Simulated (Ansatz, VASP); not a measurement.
## Si in VASP and in Ansatz

INCAR

```
SYSTEM = Si
ALGO = Normal ; EDIFF = 1E-6
ENCUT = 520 ; GGA = CA
ISIF = 2 ; ISMEAR = 0
LASPH = .TRUE. ; LCHARG = .TRUE.
LELF = .TRUE. ; LREAL = .FALSE.
LVHAR = .TRUE. ; LWAVE = .FALSE.
NBANDS = 11 ; NELM = 60
PREC = Accurate ; SIGMA = 0.05
```

Contents of KPOINTS:

```
k-points
0
G
  12 12 12
  0 0 0
```

The input POSCAR:

```
Si
1.0
    0.0000000000      2.9033588615      2.8898548668
    2.3091830945      0.0000000000      2.8898548668
    2.3091830945      2.9033588615      0.0000000000
Si
2
Direct
    0.5000000000      0.5000000000      0.5000000000
    0.7500000000      0.7500000000      0.7500000000
```

Input for Ansatz:

```yaml
crystal:
  lattice:
    - [0.0, 2.9033588615, 2.8898548668]
    - [2.3091830945, 0.0, 2.8898548668]
    - [2.3091830945, 2.9033588615, 0.0]
  atoms:
    - { symbol: Si, position: [0.5, 0.5, 0.5] }
    - { symbol: Si, position: [0.75, 0.75, 0.75] }
basis:
  ecutwfc: 420
kpoints:
  mp_grid: { grid: [12, 12, 12] }
hamiltonian:
  xc: lda
  pseudopotentials: { kind: paw, azcp: { folder: soft_1 } }
scf:
  occupations: { method: gaussian, width: 0.05 }
output:
  forces: true
  stress: true
  eigenvalues: true
```

Change from the starting cell: strain +e along x and -e along y -0.1100, strain +e along z and -e/2 along x and y +0.0700.

Alike in both runs: task single point; functional LDA; k mesh 12 × 12 × 12; occupations gaussian, width 0.05 eV; no spin polarisation.

|  | VASP | Ansatz |
| --- | --- | --- |
| version | VASP 6.6.1 | Ansatz 0.2.0 |
| potentials or method | VASP PAW LDA potentials, release 64 (Si) | scalar-relativistic, plane waves, PAW |
| plane-wave cutoff (eV) | 520 | 420 |
| valence electrons in the cell | 8 | 8 |

|  | VASP | Ansatz | Ansatz less VASP |
| --- | --- | --- | --- |
| gap on the k mesh at the Fermi level (eV) | none | none | - |
| pressure (GPa) | -0.7 | -0.8 | -0.05 |
| largest component of the traceless stress (GPa) | 7.15 | 7.16 | +0.009 |

A gap of «none» marks a metal or a gap that the smearing closes. Ansatz warned: «pseudo_functional_mismatch».
